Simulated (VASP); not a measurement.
# From an Ansatz input to VASP: MgS (wurtzite)

Ansatz input

```yaml
crystal:
  lattice:
    - [4.0286256267, 0.0, 0.0]
    - [-2.0143128134, 3.4888921351, 0.0]
    - [0.0, 0.0, 6.4543928109]
  atoms:
    - { symbol: Mg, position: [0.3333333333, 0.6666666667, -0.0028727182] }
    - { symbol: Mg, position: [0.6666666667, 0.3333333333, 0.4971272818] }
    - { symbol: S, position: [0.3333333333, 0.6666666667, 0.3778727182] }
    - { symbol: S, position: [0.6666666667, 0.3333333333, 0.8778727182] }
kpoints:
  mp_grid: { grid: [12, 12, 4] }
  band_path:
    path:
      - [0.0, 0.0, 0.0]
      - [0.5, 0.0, 0.0]
      - [0.3333333333, 0.3333333333, 0.0]
      - [0.0, 0.0, 0.5]
      - [0.5, 0.0, 0.5]
      - [0.3333333333, 0.3333333333, 0.5]
    npoints: 1
hamiltonian:
  xc: lda
scf:
  occupations: { method: fixed }
  n_extra_bands: 5
output:
  forces: true
  stress: true
  eigenvalues: true
```

Write VASP inputs for this cell and level of theory.



INCAR

```
GGA = CA
LREAL = .FALSE.
NSW = 0
ENCUT = 520
LCHARG = .FALSE.
NBANDS = 16
SIGMA = 0.01
ISMEAR = 0
LASPH = .TRUE.
IBRION = -1
EDIFF = 1E-7
LWAVE = .FALSE.
PREC = Accurate
NELM = 120
ISIF = 2
```

KPOINTS

```
KPOINTS created by Atomic Simulation Environment
0
Gamma
12 12 4
0 0 0
```

KPOINTS_OPT

```
special points
6
Reciprocal
0.0000000000 0.0000000000 0.0000000000 1
0.5000000000 0.0000000000 0.0000000000 1
0.3333333333 0.3333333333 0.0000000000 1
0.0000000000 0.0000000000 0.5000000000 1
0.5000000000 0.0000000000 0.5000000000 1
0.3333333333 0.3333333333 0.5000000000 1
```

POSCAR

```
Mg S
 1.0000000000000000
     4.0286256267095988   -0.0000000000000000   -0.0000000000000000
    -2.0143128133547994    3.4888921350675175    0.0000000000000000
    -0.0000000000000000   -0.0000000000000000    6.4543928108598783
 Mg  S
   2   2
Cartesian
 -0.0000000000000001  2.3259280900450121 -0.0185416518835357
  2.0143128133547994  1.1629640450225061  3.2086547535464041
 -0.0000000000000001  2.3259280900450121  2.4389389559559902
  2.0143128133547994  1.1629640450225061  5.6661353613859298
```

VASP ran with the recommended LDA PAW datasets (16 valence electrons in the cell). Other inputs would serve too.

```
                             Ansatz      VASP
gap between bands v and c   3.18 eV   3.19 eV
         least direct gap   3.18 eV   3.19 eV
                 pressure  -2.1 GPa  -2.4 GPa
```

Each program uses its own PAW datasets. VASP's cell holds 16 valence electrons and Ansatz's 32. LDA means the Perdew–Zunger form with relativistic exchange in VASP and the Perdew–Wang form in Ansatz. Ansatz's stress includes a Pulay correction; VASP's doesn't.
